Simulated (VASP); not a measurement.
Crystal: LiF (Griceite).

```
CELL_PARAMETERS angstrom
0.00000 2.01400 2.01400
2.01400 0.00000 2.01400
2.01400 2.01400 0.00000
ATOMIC_POSITIONS crystal
F 0.50000 0.50000 0.50000
Li 0.00000 0.00000 0.00000
```

* Program: VASP 6.6.1
* Task: relaxation of cell and atoms
* Functional: PBE
* Potentials or basis: VASP PAW PBE potentials, release 64 (F_GW, Li_GW)
* Cutoff: 630 eV
* k mesh: 11 × 11 × 11
* Occupations: fermi-dirac, width 0.05 eV
* Spin: no spin polarisation

At the start: pressure 2.7 GPa; volume 8.17 Å³/atom.

**Question.** Where does the relaxation end?

**Answer.** Over 3 steps the energy falls by 2.4 meV/atom and the volume is 8.47 Å³/atom (+3.7 %); space group Fm-3m (No. 225, to 0.05 Å).

The path:
| step | energy change (eV) | largest force (eV/Å) | pressure (GPa) | volume (Å³) |
| --- | --- | --- | --- | --- |
| 1 | 0.0000 | 0.0000 | 2.68 | 16.34 |
| 2 | -0.0039 | 0.0000 | 1.14 | 16.66 |
| 3 | -0.0048 | 0.0000 | -0.07 | 16.94 |

Final structure:
```
F Li
1.0
     0.00000    2.03862    2.03862
     2.03862    0.00000    2.03862
     2.03862    2.03862    0.00000
F Li
1 1
Cartesian
  2.0386 2.0386 2.0386
  0.0000 0.0000 0.0000
```
